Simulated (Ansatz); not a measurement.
## SiC at several levels of theory

One geometry, relaxed with PBE, and single points on it; plane waves with PAW potentials in Ansatz, scalar-relativistic unless the row names spin-orbit coupling. No spin polarisation. Meshes are on the primitive cell of 12 atoms. Gaps are the least over mesh and band path; pressure is positive in compression. Smearing is Gaussian, 0.02 eV.

```
Si C
1.0
     3.09500    0.00000    0.00000
    -1.54750    2.68035    0.00000
     0.00000    0.00000   15.18644
Si C
6 6
Direct
  0.00000 0.00000 0.12504
  0.00000 0.00000 0.62504
  0.33333 0.66667 0.29182
  0.66667 0.33333 0.79182
  0.33333 0.66667 0.95831
  0.66667 0.33333 0.45831
  0.00000 0.00000 0.99969
  0.00000 0.00000 0.49969
  0.33333 0.66667 0.16683
  0.66667 0.33333 0.66683
  0.33333 0.66667 0.83332
  0.66667 0.33333 0.33332
```

```
level cutoff (eV) k mesh gap (eV) pressure (GPa) rough cost with bands (core-min)
  PBE          420  12×12×2      2.02             0.0                               1.3
```

**Question.** What do r2SCAN, PBEsol give on the same cell?

**Answer.**
```tsv
level	cutoff (eV)	k mesh	gap (eV)	pressure (GPa)	rough cost with bands (core-min)
r2SCAN	500	12×12×2	2.39	-3.5	2
PBEsol	420	12×12×2	1.92	-3.4	1.3
```